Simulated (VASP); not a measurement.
# NiO (P-6m2) in VASP: notebook

One crystal, NiO, is run at these levels: r2SCAN+U; tasks: single point.

Program: VASP 6.6.1. These are calculated values, not measurements. Logs are shortened: lines on timing, memory, paths and dates and some standing lists are left out, and cuts for length are marked.

## Step 1: The crystal as given

It takes space group P-6m2 (No. 187, hexagonal). The conventional cell has a = 2.783 Å, b = 2.783 Å, c = 2.716 Å, α = 90.00°, β = 90.00°, γ = 120.00°. Around Ni (site symmetry -6m2) lie 6 O at 2.10 Å. O (site symmetry -6m2) has 6 Ni at 2.10 Å as nearest neighbours.

Measurements of this composition are mostly on another form, of space group No. 225.

## Step 2: Single point, r2SCAN+U

INCAR

```
SYSTEM = NiO
ALGO = Normal
EDIFF = 1E-6
ENCUT = 520
ISIF = 2
ISMEAR = 0
LASPH = .TRUE.
LCHARG = .TRUE.
LDAU = .TRUE.
LDAUJ = 0 0
LDAUL = 2 -1
LDAUPRINT = 1
LDAUTYPE = 2
LDAUU = 3 0
LELF = .TRUE.
LMAXMIX = 4
LMIXTAU = .TRUE.
LREAL = .FALSE.
LVHAR = .TRUE.
LWAVE = .FALSE.
METAGGA = R2SCAN
NELM = 120
PREC = Accurate
SIGMA = 0.05
```

KPOINTS

```
k-points
0
G
  8 8 7
  0 0 0
```

POSCAR

```
NiO
1.0
    2.7830607900      0.0000000000      0.0000000000
   -1.3915303900      2.4102013400      0.0000000000
    0.0000000000      0.0000000000      2.7161294400
Ni O
1 1
Direct
    0.0000000000      0.0000000000      0.0000000000
    0.6666666667      0.3333333333      0.5000000000
```

Potentials or basis: VASP PAW PBE potentials, release 64 (Ni, O).

Started as:

```console
$ cat potpaw_PBE.64/Ni/POTCAR potpaw_PBE.64/O/POTCAR > POTCAR
$ mpirun -np 1 vasp_std > vasp.out
```

OUTCAR:

```text
SYSTEM = NiO
   EDIFF = 1E-6
   ENCUT = 520
   ISIF = 2
   ISMEAR = 0
   LASPH = .TRUE.
   LREAL = .FALSE.
   METAGGA = R2SCAN
   NELM = 120
   PREC = Accurate

 ion  position               nearest neighbor table
   1  0.000  0.000  0.000-   2 2.10   2 2.10   2 2.10   2 2.10   2 2.10   2 2.10
   2  0.667  0.333  0.500-   1 2.10   1 2.10   1 2.10   1 2.10   1 2.10   1 2.10

  LATTYP: Found a hexagonal cell.
 ALAT       =     2.7830607900
 C/A-ratio  =     0.9759504535

  Lattice vectors:

 A1 = (   2.7830607900,   0.0000000000,   0.0000000000)
 A2 = (  -1.3915303900,   2.4102013400,   0.0000000000)
 A3 = (   0.0000000000,   0.0000000000,   2.7161294400)

Analysis of symmetry for initial positions (statically):
=====================================================================
 Subroutine PRICEL returns:
 Original cell was already a primitive cell.

 Routine SETGRP: Setting up the symmetry group for a
 hexagonal supercell.

 Subroutine GETGRP returns: Found 12 space group operations
 (whereof 12 operations were pure point group operations)
 out of a pool of 24 trial point group operations.

The static configuration has the point symmetry D_3h.

Analysis of symmetry for dynamics (positions and initial velocities):
=====================================================================
 Subroutine PRICEL returns:
 Original cell was already a primitive cell.

 Routine SETGRP: Setting up the symmetry group for a
 hexagonal supercell.

 Subroutine GETGRP returns: Found 12 space group operations
 (whereof 12 operations were pure point group operations)
 out of a pool of 24 trial point group operations.

The dynamic configuration has the point symmetry D_3h.

 Subroutine INISYM returns: Found 12 space group operations
 (whereof 12 operations are pure point group operations),
 and found     1 'primitive' translations

----------------------------------------------------------------------------------------

                                     Primitive cell

  volume of cell :      18.2191

  direct lattice vectors                    reciprocal lattice vectors
     2.783060790  0.000000000  0.000000000     0.359316621  0.207451548  0.000000000
    -1.391530390  2.410201340  0.000000000     0.000000000  0.414903097  0.000000000
     0.000000000  0.000000000  2.716129440     0.000000000  0.000000000  0.368170966

  length of vectors
     2.783060790  2.783060784  2.716129440     0.414903096  0.414903097  0.368170966

  position of ions in fractional coordinates (direct lattice)
     0.000000000  0.000000000  0.000000000
     0.666666667  0.333333333  0.500000000

  ion indices of the primitive-cell ions
   primitive index   ion index
                 1           1
                 2           2

----------------------------------------------------------------------------------------

 KPOINTS: k-points

Automatic generation of k-mesh.
 Grid dimensions read from file:
 generate k-points for:    8    8    7

 Generating k-lattice:

  Cartesian coordinates                     Fractional coordinates (reciprocal lattice)
     0.044914578  0.025931443  0.000000000     0.125000000 -0.000000000  0.000000000
     0.000000000  0.051862887  0.000000000     0.000000000  0.125000000  0.000000000
     0.000000000  0.000000000  0.052595852     0.000000000  0.000000000  0.142857143

  Length of vectors
     0.051862887  0.051862887  0.052595852

  Shift w.r.t. Gamma in fractional coordinates (k-lattice)
     0.000000000  0.000000000  0.000000000

 Subroutine IBZKPT returns following result:
 ===========================================

 Found     40 irreducible k-points:

 Following reciprocal coordinates:
            Coordinates               Weight
  0.000000  0.000000  0.000000      1.000000
  0.125000 -0.000000  0.000000      6.000000
  0.250000 -0.000000  0.000000      6.000000
  0.375000 -0.000000  0.000000      6.000000
  0.500000 -0.000000  0.000000      3.000000
  0.125000  0.125000  0.000000      6.000000
[... 16 lines left out ...]
  0.250000 -0.000000  0.285714     12.000000
  0.375000 -0.000000  0.285714     12.000000
 [... further k-points ...]
   k-points           NKPTS =     40   k-points in BZ     NKDIM =     40   number of bands    NBANDS=     12
   number of dos      NEDOS =    301   number of ions     NIONS =      2
   total plane-waves  NPLWV =  11520
   dimension x,y,z NGX =    24 NGY =   24 NGZ =   20
   dimension x,y,z NGXF=    48 NGYF=   48 NGZF=   40
   ions per type =               1   1
   NGX,Y,Z   is equivalent  to a cutoff of  14.34, 14.34, 12.24 a.u.
   NGXF,Y,Z  is equivalent  to a cutoff of  28.67, 28.67, 24.48 a.u.
 SYSTEM =  NiO
   PREC   = accura    normal or accurate (medium, high low for compatibility)
   ISTART =      0    job   : 0-new  1-cont  2-samecut
   ICHARG =      2    charge: 1-file 2-atom 10-const
   ISPIN  =      1    spin polarized calculation?
   LNONCOLLINEAR =      F non collinear calculations
   LSORBIT =      F    spin-orbit coupling
   LASPH  =      T    aspherical Exc in radial PAW
   ENCUT  =  520.0 eV  38.22 Ry    6.18 a.u.   5.17  5.17  5.05*2*pi/ulx,y,z
   NELM   =    120;   NELMIN=  2; NELMDL= -5     # of ELM steps
   EDIFF  = 0.1E-05   stopping-criterion for ELM
   LREAL  =      F    real-space projection
   EDIFFG = 0.1E-04   stopping-criterion for IOM
   NSW    =      0    number of steps for IOM
   IBRION =     -1    ionic relax: 0-MD 1-quasi-New 2-CG
   NFREE  =      0    steps in history (QN), initial steepest desc. (CG)
   ISIF   =      2    stress and relaxation
   ISYM   =      2    0-nonsym 1-usesym 2-fastsym
   POTIM  = 0.5000    time-step for ionic-motion
   TEBEG  =    0.0;   TEEND  =   0.0 temperature during run
   PSTRESS=    0.0 pullay stress
   NELECT =      16.0000    total number of electrons
   NUPDOWN=      -1.0000    fix difference up-down
   EMIN   =  10.00;   EMAX   =-10.00  energy-range for DOS
   EFERMI =   0.00;   METHOD = LEGACY
   ISMEAR =     0;   SIGMA  =   0.05  broadening in eV -4-tet -1-fermi 0-gaus
   EFERMI_NEDOS =   21; number of points for ismear=-14 and -15
   IALGO  =     38    algorithm
   IMIX   =      4    mixing-type and parameters
     AMIX     =   0.40;   BMIX     =  1.00
     AMIX_MAG =   1.60;   BMIX_MAG =  1.00
  volume/ion in A,a.u.               =       9.11        61.47
  Fermi-wavevector in a.u.,A,eV,Ry     =   1.567735  2.962590 33.440306  2.457793
  Thomas-Fermi vector in A             =   2.669871
   LORBIT       =      0    0 simple, 1 ext, 2 COOP (PROOUT), +10 PAW based schemes
 LDA+U is selected, type is set to LDAUTYPE =  2
   angular momentum for each species LDAUL =     2   -1
   U (eV)           for each species LDAUU =   3.0  0.0
   J (eV)           for each species LDAUJ =   0.0  0.0
   METAGGA = R2SCAN    functional components
   LHFCALC =     F    Hartree Fock is set to
   AEXX    =    0.0000 exact exchange contribution
   IVDW    =     0    specifies the selected vdW correction
   LEPSILON=     F    determine dielectric tensor
   LRPA    =     F    only Hartree local field effects (RPA)
 non-spin polarized calculation
 Gauss-broadening in eV      SIGMA  =   0.05
  energy-cutoff  :      520.00
  volume of cell :       18.22
 maximum number of plane-waves:       497
 NGX is ok and might be reduce to    24
   NGX = 11   NGY = 11   NGZ = 11

 number of electron      16.0000003 magnetization

 Free energy of the ion-electron system (eV)
  ---------------------------------------------------
  ext. energy  EPLUGINS =         0.00000000
  ---------------------------------------------------
  free energy    TOTEN  =       -22.04395394 eV

  energy without entropy =      -22.03659647  energy(sigma->0) =      -22.04027521

atom =   1  type =  1  l = 2

 onsite density matrix

spin component  1

  0.9323  0.0000 -0.0000  0.0000 -0.0000
  0.0000  0.6982 -0.0000  0.0000  0.0000
 -0.0000 -0.0000  0.9699 -0.0000 -0.0000
  0.0000  0.0000 -0.0000  0.6982  0.0000
 -0.0000  0.0000 -0.0000  0.0000  0.9323

spin component  2

  0.9323  0.0000 -0.0000  0.0000 -0.0000
  0.0000  0.6982 -0.0000  0.0000  0.0000
 -0.0000 -0.0000  0.9699 -0.0000 -0.0000
  0.0000  0.0000 -0.0000  0.6982  0.0000
 -0.0000  0.0000 -0.0000  0.0000  0.9323

 occupancies and eigenvectors

  o =  0.6982  v = -0.0000  0.9116 -0.0000 -0.4111  0.0000  0.0000  0.0000  0.0000  0.0000  0.0000      0.0000  0.0000  0.0000  0.0000  0.0000  0.0000  0.0000  0.0000  0.0000  0.0000
  o =  0.6982  v =  0.0000  0.0000  0.0000  0.0000  0.0000 -0.0000  0.9116 -0.0000 -0.4111  0.0000      0.0000  0.0000  0.0000  0.0000  0.0000  0.0000  0.0000  0.0000  0.0000  0.0000
  o =  0.6982  v =  0.0000 -0.4111  0.0000 -0.9116 -0.0000  0.0000  0.0000  0.0000  0.0000  0.0000      0.0000  0.0000  0.0000  0.0000  0.0000  0.0000  0.0000  0.0000  0.0000  0.0000
  o =  0.6982  v =  0.0000  0.0000  0.0000  0.0000  0.0000  0.0000 -0.4111  0.0000 -0.9116 -0.0000      0.0000  0.0000  0.0000  0.0000  0.0000  0.0000  0.0000  0.0000  0.0000  0.0000
  o =  0.9323  v =  0.0000  0.0000  0.0000  0.0000  0.0000 -0.8657  0.0000 -0.0000  0.0000 -0.5006      0.0000  0.0000  0.0000  0.0000  0.0000  0.0000  0.0000  0.0000  0.0000  0.0000
  o =  0.9323  v = -0.8657  0.0000 -0.0000  0.0000 -0.5006  0.0000  0.0000  0.0000  0.0000  0.0000      0.0000  0.0000  0.0000  0.0000  0.0000  0.0000  0.0000  0.0000  0.0000  0.0000
  o =  0.9323  v =  0.0000  0.0000  0.0000  0.0000  0.0000 -0.5006 -0.0000  0.0000 -0.0000  0.8657      0.0000  0.0000  0.0000  0.0000  0.0000  0.0000  0.0000  0.0000  0.0000  0.0000
  o =  0.9323  v = -0.5006 -0.0000  0.0000 -0.0000  0.8657  0.0000  0.0000  0.0000  0.0000  0.0000      0.0000  0.0000  0.0000  0.0000  0.0000  0.0000  0.0000  0.0000  0.0000  0.0000
  o =  0.9699  v = -0.0000  0.0000  1.0000 -0.0000 -0.0000  0.0000  0.0000  0.0000  0.0000  0.0000      0.0000  0.0000  0.0000  0.0000  0.0000  0.0000  0.0000  0.0000  0.0000  0.0000
  o =  0.9699  v =  0.0000  0.0000  0.0000  0.0000  0.0000 -0.0000  0.0000  1.0000 -0.0000 -0.0000      0.0000  0.0000  0.0000  0.0000  0.0000  0.0000  0.0000  0.0000  0.0000  0.0000

 number of electron      16.0000005 magnetization

 Free energy of the ion-electron system (eV)
  ---------------------------------------------------
  ext. energy  EPLUGINS =         0.00000000
  ---------------------------------------------------
  free energy    TOTEN  =       -16.88564926 eV

  energy without entropy =      -16.88396563  energy(sigma->0) =      -16.88480744

 E-fermi :   7.0296     XC(G=0): -13.4082

 val. band max:        7.0012554249   @ k =   0.1250   0.1250   0.0000
 cond. band min:       7.0767286936   @ k =   0.1250  -0.0000   0.1429
 fundamental gap:      0.0754732686
 Fermi energy:         7.0296378433

 k-point     1 :       0.0000    0.0000    0.0000
  band No.  band energies     occupation
      1     -14.1219      2.00000
      2       2.7740      2.00000
      3       2.7740      2.00000
      4       3.1736      2.00000
      5       3.6906      2.00000
      6       6.1821      2.00000
      7       6.1821      2.00000
      8       6.9145      1.99887
      9       6.9146      1.99886
     10       9.2892      0.00000
     11      23.0042      0.00000
     12      25.4275      0.00000

 k-point     2 :       0.1250   -0.0000    0.0000
  band No.  band energies     occupation
      1     -13.9614      2.00000
      2       2.1487      2.00000
      3       2.8647      2.00000
      4       3.3340      2.00000
      5       3.4506      2.00000
      6       6.1589      2.00000
      7       6.4627      2.00000
      8       6.5140      2.00000
      9       6.7828      2.00000
     10      10.2270      0.00000
     11      23.1227      0.00000
     12      23.3756      0.00000
[... 301 lines left out ...]
 k-point    23 :       0.2500   -0.0000    0.2857
  band No.  band energies     occupation
      1     -13.0958      2.00000
      2       0.5913      2.00000
      3       1.6656      2.00000
      4       2.9310      2.00000
      5       4.3416      2.00000
      6       5.4342      2.00000
      7       5.6820      2.00000
      8       6.7830      2.00000
      9       7.4671      0.00000
     10      13.8961      0.00000
     11      19.9290      0.00000
     12      22.3768      0.00000

 k-point    24 :       0.3750   -0.0000    0.2857
  band No.  band energies     occupation
      1     -12.7423      2.00000
      2       0.3298      2.00000
      3       1.2283      2.00000
      4       2.6951      2.00000
      5       4.4338      2.00000
      6       5.5934      2.00000
      7       5.7302      2.00000
      8       6.9804      1.83604
      9       7.5204      0.00000
     10      14.5790      0.00000
     11      18.3009      0.00000
     12      22.6991      0.00000

 [... further k-points ...]

------------------------ aborting loop because EDIFF is reached ----------------------------------------

  FORCE on cell =-STRESS in cart. coord.  units (eV):
  Direction    XX          YY          ZZ          XY          YZ          ZX
  --------------------------------------------------------------------------------------
  -------------------------------------------------------------------------------------
  Total       -1.1976927     -1.1976927     -2.0163852     -0.0000000      0.0000000      0.0000000
  in kB     -105.3245248   -105.3245244   -177.3199487     -0.0000002      0.0000000      0.0000000
  external PRESSURE =    -129.3229993 kB  Pullay stress =       0.0000000 kB

 VOLUME and BASIS-vectors are now :
 -----------------------------------------------------------------------------
  energy-cutoff  :      520.00
  volume of cell :       18.22
      direct lattice vectors                 reciprocal lattice vectors
     2.783060790  0.000000000  0.000000000     0.359316621  0.207451548  0.000000000
    -1.391530390  2.410201340  0.000000000     0.000000000  0.414903097  0.000000000
     0.000000000  0.000000000  2.716129440     0.000000000  0.000000000  0.368170966

 POSITION                                       TOTAL-FORCE (eV/Angst)
 -----------------------------------------------------------------------------------
      0.00000      0.00000      0.00000         0.000000     -0.000000      0.000000
      1.39153      0.80340      1.35806        -0.000000      0.000000      0.000000
 -----------------------------------------------------------------------------------
    total drift:                                0.000004     -0.000003      0.000000

  FREE ENERGIE OF THE ION-ELECTRON SYSTEM (eV)
  ---------------------------------------------------
  free  energy   TOTEN  =       -16.8856492642 eV

  energy  without entropy=      -16.8839656258  energy(sigma->0) =      -16.88480744
```

Run time: 34 s. Hardware: 1 thread of Intel Xeon Platinum 8488C (Sapphire Rapids), shared host; peak memory 0.14 GiB.

What came out:

```yaml
Free_energy: -16.8856 eV
Pressure: -12.9 GPa
Band_gap_on_the_k_mesh: none (metal or under the smearing width)
```

Eigenvalues of the final occupation matrices:
```
    site  spin  trace               eigenvalues
site 1 d     1   4.23  0.70 0.70 0.93 0.93 0.97
site 1 d     2   4.23  0.70 0.70 0.93 0.93 0.97
```

Caveat: the PAW data sets were made with another functional, which shifts forces and pressure a little; the run has no spin polarisation, though such a crystal can be magnetic; U without spin polarisation on a metal has little footing.

## Step 3: Single point, r2SCAN+U

INCAR

```
PREC     = Accurate       # precision mode
ENCUT    = 520            # plane-wave cutoff, eV
EDIFF    = 1E-6           # SCF threshold, eV
ISMEAR   = 0              # smearing method
SIGMA    = 0.05           # smearing width, eV
LREAL    = False          # projectors in reciprocal space
LASPH    = True           # aspherical terms in the spheres
NELM     = 120            # most SCF steps
ALGO     = Normal         # electronic algorithm
ISIF     = 2              # what is computed and relaxed
LWAVE    = False          # write WAVECAR
LCHARG   = False          # write CHGCAR
LMAXMIX  = 4              # l up to which the mixer works
LDAU     = True           # DFT+U
LDAUTYPE = 2            
LDAUL    = 2 -1           # shell
LDAUU    = 2 0            # U, eV
LDAUJ    = 0 0          
LDAUPRINT= 1            
METAGGA  = R2SCAN         # meta-GGA
LMIXTAU  = True
```

KPOINTS

```
regular mesh
0
Gamma
  8 8 7
```

POSCAR is that of step 2.

Potentials or basis: VASP PAW PBE potentials, release 64 (Ni, O).

Started as:

```console
$ cat potpaw_PBE.64/Ni/POTCAR potpaw_PBE.64/O/POTCAR > POTCAR
$ mpirun -np 1 vasp_std > vasp.out
```

It took 29 s on 1 thread of Intel Xeon Platinum 8488C (Sapphire Rapids), shared host; peak memory 0.14 GiB.

It converged, with:

```yaml
Free_energy: -17.4725 eV
Pressure: -11.5 GPa
Band_gap_on_the_k_mesh: none (metal or under the smearing width)
```

Stress tensor (GPa, compression positive):
```
 -9.19   0.00   0.00
  0.00  -9.19   0.00
  0.00   0.00 -16.09
```

Levels at points of the mesh, in eV from the Fermi level:
| k point | band 5 | band 6 | band 7 | band 8 | band 9 | band 10 | band 11 | band 12 |
| --- | --- | --- | --- | --- | --- | --- | --- | --- |
| (0.00, 0.00, 0.00) | -3.43 | -0.88 | -0.88 | -0.05 | -0.05 | 2.13 | 16.06 | 18.30 |
| (0.50, 0.00, 0.00) | -3.14 | -1.04 | -1.04 | -0.78 | 0.79 | 7.14 | 10.40 | 16.43 |

Eigenvalues of the final occupation matrices:
```csv
site,spin,trace,eigenvalues
site 1 d,1,4.21,0.70 0.70 0.92 0.92 0.97
site 1 d,2,4.21,0.70 0.70 0.92 0.92 0.97
```

Caveat: the PAW data sets were made with another functional, which shifts forces and pressure a little; the run has no spin polarisation, though such a crystal can be magnetic; U without spin polarisation on a metal has little footing.
